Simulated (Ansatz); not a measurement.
System: LaAlO3 (R-3c, No. 167). Method: r²SCAN (PAW; Ansatz, a program for electronic structure).

Numerical settings: plane-wave cutoff 560 eV, 8×8×8 k mesh, Fermi–Dirac smearing 0.01 eV, scalar-relativistic PAW data made under PBE.

Cell (measured lattice):

AlLaO$_{3}$ has the trigonal space group R-3c, hexagonal axes (No. 167), Pearson symbol hR10. Lattice parameters: a = b = 5.386 Å, c = 13.191 Å, α = β = 90.00°, γ = 120.00°. La on 6a is surrounded by 12 O at 2.631–2.756 Å (cuboctahedral). Al on 6b is coordinated by 6 O at 1.905 Å (octahedral). O on 18e has 2 Al at 1.905 Å and 4 La at 2.631–2.756 Å (octahedral). (Neighbours: up to the widest gap in distance over summed covalent radii, below 1.35, at either atom; cation-cation and far metal-metal contacts left out.)
(The calculation used a cell of 10 atoms; values per cell refer to that cell.)

Problem. Give the computed band gap.

Solution. 
- band gap = 4.07 eV

Note: cell and atoms aren't relaxed at this level (largest force component 0.04 eV/Å, pressure -3.5 GPa).

Spin–orbit coupling is not included.

Static lattice: no zero-point or thermal effects.

Computing time: very roughly 2.2 core-minutes.
